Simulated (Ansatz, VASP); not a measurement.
# C: VASP beside Ansatz

```xyz
1
Lattice="0.0000 1.5474 1.5474 1.5474 0.0000 1.5474 1.5474 1.5474 0.0000" Properties=species:S:1:pos:R:3 pbc="T T T"
C     0.0000    0.0000    0.0000
```

Alike in both runs: task single point; functional LDA; k mesh 20 × 20 × 20; occupations fermi-dirac, width 0.1 eV; no spin polarisation.

|  | VASP | Ansatz |
| --- | --- | --- |
| version | VASP 6.6.1 | Ansatz 0.2.0 |
| potentials or method | VASP PAW LDA potentials, release 64 (C) | plane waves (420 eV) with PAW, scalar-relativistic |
| plane-wave cutoff (eV) | 520 | 420 |
| valence electrons in the cell | 4 | 4 |

```tsv
	VASP	Ansatz	Ansatz less VASP
pressure (GPa)	-11.8	-12.1	-0.34
```

Ansatz warned: «pseudo_functional_mismatch».
